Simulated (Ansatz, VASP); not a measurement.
HgTe in VASP and in Ansatz

File INCAR:

```
ALGO = Normal ; EDIFF = 1E-6
ENCUT = 520 ; GGA = PS
ISIF = 2 ; ISMEAR = -1
LASPH = True ; LCHARG = False
LREAL = False ; LWAVE = False
NBANDS = 16 ; NELM = 80
PREC = Accurate ; SIGMA = 0.05
```

Contents of KPOINTS:

```
k-points
0
Gamma
  12 12 12
```

The input POSCAR:

```
HgTe
1.0
    0.0000000000      2.6675937194      2.6675937194
    2.6675937194      0.0000000000      2.6675937194
    2.6675937194      2.6675937194      0.0000000000
Hg Te
1 1
Direct
    0.0000000000      0.0000000000      0.0000000000
    0.2500000000      0.2500000000      0.2500000000
```

Input for Ansatz:

```yaml
crystal:
  lattice:
    - [0.0, 2.6675937194, 2.6675937194]
    - [2.6675937194, 0.0, 2.6675937194]
    - [2.6675937194, 2.6675937194, 0.0]
  atoms:
    - { symbol: Hg, position: [0.0, 0.0, 0.0] }
    - { symbol: Te, position: [0.25, 0.25, 0.25] }
kpoints:
  mp_grid: { grid: [12, 12, 12] }
  band_path:
    path:
      - [0.0, 0.0, 0.0]
      - [-0.5, -0.5, 0.0]
      - [-0.375, -0.375, 0.25]
      - [-0.375, 0.0, 0.375]
      - [0.0, 0.0, 0.0]
      - [0.0, 0.0, 0.5]
      - [-0.5, -0.25, 0.25]
      - [-0.5, -0.5, 0.0]
    npoints: 8
scf:
  occupations: { method: fermi_dirac, width: 0.05 }
hamiltonian:
  xc: pbesol
  pseudopotentials: { kind: paw }
output:
  forces: true
  stress: true
  eigenvalues: true
  populations: true
  dos: { projected: true, de: 0.2, e_range: [-14, 8] }
  write_density: true
  write_potential: true
  elf: true
  volumetric_format: npy
```

Change from the starting cell: volume scaled by 0.55, PAW files.

Alike in both runs: task single point; functional PBEsol; k mesh 12 × 12 × 12; occupations fermi-dirac, width 0.05 eV; no spin polarisation.

|  | VASP | Ansatz |
| --- | --- | --- |
| version | VASP 6.6.1 | Ansatz 0.2.0 |
| potentials or method | VASP PAW PBE potentials, release 64 (Hg, Te) | PAW with Ansatz's default frozen-core files, scalar-relativistic |
| plane-wave cutoff (eV) | 520 | 420 |
| valence electrons in the cell | 18 | 36 |

```csv
,VASP,Ansatz,Ansatz less VASP
pressure (GPa),116.7,115.1,-1.55
```

The functional is the same, so the differences come from potentials, cutoffs and numerics. The two sets of potentials don't hold the same shells in valence.

Caveats: the cell as given lies far from equilibrium; so large a pressure means that the cell lies far from this level's equilibrium, or that cutoff or potentials fall short (VASP); the potentials were made for another functional, which shifts forces and pressure (VASP). Spin-orbit coupling is left out, which matters for the levels of Hg, Te.
